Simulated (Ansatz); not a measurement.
Runs of Ansatz 0.2.0 on Sb. Symmetry: P2_1/m, No. 11, monoclinic system. The conventional cell has a = 3.122 Å, b = 4.348 Å, c = 4.406 Å, α = 90.00°, β = 90.51°, γ = 90.00°. Sb (site symmetry m) has 6 Sb at 3.04 to 3.15 Å as nearest neighbours. This isn't the form of Sb at room conditions, which is rhombohedral.

| task | potentials or basis | k mesh | cutoff (eV) | smearing | basis error allowed | mesh quality | gap on the mesh (eV) | pressure (GPa) | largest force (eV/Å) |
| --- | --- | --- | --- | --- | --- | --- | --- | --- | --- |
| single point | all-electron LAPW, scalar-relativistic | 5 × 4 × 4 | 205 | fermi-dirac 0.03 eV | 0.001 eV/atom | coarse | none | (a) | (b) |
| elastic constants | all-electron LAPW, scalar-relativistic | 7 × 4 × 4 | 222 | fermi-dirac 0.05 eV | 0.001 eV/atom | coarse | none | -2.3 | 0.09 |
| phonons | all-electron LAPW, scalar-relativistic | 9 × 6 × 6 | 222 | fermi-dirac 0.05 eV | 0.001 eV/atom | not flagged | none | - | 0.05 |
| density of states | all-electron PAW datasets made for the crystal | 9 × 6 × 6 | 140 | fermi-dirac 0.05 eV | - | not flagged | none | -2.2 | 0.05 |

Alike in all rows: level PBEsol; no spin polarisation; cell as given.

Fill in the values left out.

(a) -2.0; (b) 0.22.

Caveats: some runs use coarse meshes; the k mesh is thin for a metal, which can move the energy by tens of meV per atom (some runs); a metal's response needs a denser mesh (some runs); elastic constants of metals need much finer meshes, so these are rough (some runs); the program warned that the printed levels may be off, so bands, gaps and densities of states are rough (some runs).

A k mesh can miss the band edges, and the runs leave out spin-orbit coupling on Sb.

A gap of «none» marks a metal or a gap under the smearing width.

The runs don't all hold the same shells in valence.
